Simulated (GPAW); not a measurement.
Write an ASE script for GPAW 26.7.0 that does the following.

```yaml
Task: equation of state
Functional: mBEEF
Potentials_or_basis: GPAW PAW data sets (gpaw-data 1.2.1)
Cutoff: 600 eV
Basis: pw
k_mesh: 9 × 9 × 9
Occupations: fermi-dirac, width 0.05 eV
Spin: no spin polarisation
Maxiter: 150
Eos_scales: "[0.94, 0.96, 0.98, 1.0, 1.02, 1.04, 1.06]"
```

The structure of Pb lies in POSCAR:

```
Pb
1.0
    0.0000000000      2.4750200000      2.4750200000
    2.4750200000      0.0000000000      2.4750200000
    2.4750200000      2.4750200000      0.0000000000
Pb
1
Direct
    0.0000000000      0.0000000000      0.0000000000
```

The input as run:

run.py

```python
from ase.eos import EquationOfState
from ase.io import Trajectory, read
from ase.units import GPa
from gpaw import GPAW, PW

atoms = read('POSCAR')

traj = Trajectory('eos.traj', 'w')
volumes, energies = [], []
for x in [0.94, 0.96, 0.98, 1.0, 1.02, 1.04, 1.06]:
    a = atoms.copy()
    a.set_cell(atoms.cell * x**(1 / 3), scale_atoms=True)
    calc = GPAW(mode=PW(600),
                xc='mBEEF',
                kpts={'size': (9, 9, 9), 'gamma': True},
                occupations={'name': 'fermi-dirac', 'width': 0.05},
                nbands=14,
                convergence={'density': 1e-05, 'energy': 1e-05},
                maxiter=150,
                txt=f'eos-{x:.2f}.txt')
    a.calc = calc
    energies.append(a.get_potential_energy(force_consistent=True))
    volumes.append(a.get_volume())
    p = -a.get_stress()[:3].mean() / GPa
    calc.write(f'eos-{x:.2f}.gpw')
    traj.write(a)
    print(f'{x:.2f} {volumes[-1]:10.4f} A^3 {energies[-1]:14.6f} eV {p:9.3f} GPa', flush=True)

v0, e0, B = EquationOfState(volumes, energies, eos='birchmurnaghan').fit()
print(f'V0 = {v0:.4f} A^3, E0 = {e0:.6f} eV, B0 = {B / GPa:.2f} GPa')
```

Potentials or basis: GPAW PAW data sets (gpaw-data 1.2.1), pw.

The run is started by

```console
$ OMP_NUM_THREADS=1 python run.py
```

It gave:

```yaml
Equilibrium_volume: "30.27 Å³/atom (rough: see the caveat)"
Bulk_modulus: 45 GPa (rough)
```

Caveat: the points scatter about the fit; the PAW data sets were made with another functional, which shifts forces and pressure a little.

It took 6.4 min on 1 thread of Intel(R) Xeon(R) Platinum 8259CL CPU @ 2.50GHz (Skylake/Cascade Lake), with other jobs on the host, peak memory 0.76 GiB.
